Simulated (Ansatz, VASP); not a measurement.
# AlN: VASP beside Ansatz

INCAR

```
  PREC = Accurate
  ENCUT = 520
  EDIFF = 1E-7
  ISMEAR = -1
  SIGMA = 0.05
  LREAL = F
  LASPH = T
  NELM = 100
  ALGO = Normal
  ISIF = 2
  LWAVE = F
  LCHARG = F
  GGA = PS
  NBANDS = 16
```

KPOINTS

```
regular mesh
0
Gamma
  10 10 6
```

The input POSCAR:

```
AlN
1.0
    3.1740547162      0.0000000000      0.0000000000
   -1.5870273581      2.7488120173      0.0000000000
    0.0000000000      0.0000000000      5.0786914685
Al N
2 2
Direct
    0.6666666667      0.3333333333      0.5000000000
    0.3333333333      0.6666666667      0.0000000000
    0.6666666667      0.3333333333      0.8800000000
    0.3333333333      0.6666666667      0.3800000000
```

The input input.yaml:

```yaml
crystal:
  lattice:
    - [3.1740547162, 0.0, 0.0]
    - [-1.5870273581, 2.7488120173, 0.0]
    - [0.0, 0.0, 5.0786914685]
  atoms:
    - { symbol: Al, position: [0.6666666667, 0.3333333333, 0.5] }
    - { symbol: Al, position: [0.3333333333, 0.6666666667, 0.0] }
    - { symbol: "N", position: [0.6666666667, 0.3333333333, 0.88] }
    - { symbol: "N", position: [0.3333333333, 0.6666666667, 0.38] }
hamiltonian:
  xc: pbesol
  pseudopotentials: { kind: paw }
kpoints:
  mp_grid: { grid: [10, 10, 6] }
scf:
  occupations: { method: fermi_dirac, width: 0.05 }
output:
  forces: true
  stress: true
  eigenvalues: true
```

Change from the starting cell: volume scaled by 1.06.

Alike in both runs: task single point; functional PBEsol; k mesh 10 × 10 × 6; occupations fermi-dirac, width 0.05 eV; no spin polarisation.

|  | VASP | Ansatz |
| --- | --- | --- |
| version | VASP 6.6.1 | Ansatz 0.2.0 |
| potentials or method | VASP PAW PBE potentials, release 64 (Al, N) | Ansatz PAW |
| plane-wave cutoff (eV) | 520 | 420 |
| valence electrons in the cell | 16 | 16 |

Ansatz gave:

- gap on the k mesh at the Fermi level (eV): 3.64
- least direct gap on the mesh (eV): 3.64
- pressure (GPa): -10.3
- largest component of the traceless stress (GPa): 1.16
- rms of the force components (eV/Å): 0.052

**Question.** What did VASP give for the same quantities?

**Answer.** gap on the k mesh at the Fermi level (eV): 3.65; least direct gap on the mesh (eV): 3.65; pressure (GPa): -10.3; largest component of the traceless stress (GPa): 1.18; rms of the force components (eV/Å): 0.052.

Atom by atom the forces differ by 0.001 eV/Å (rms over components). The functional is the same, so the differences come from potentials, cutoffs and numerics.

Caveats: the PAW data sets were made with another functional, which shifts forces and pressure a little (VASP); the pressure holds a Pulay correction of +0.5 GPa for the finite cutoff (Ansatz); the PAW data sets come from PBE, with cores solved anew for the run's functional, which leaves a small shift of forces and pressure (Ansatz).
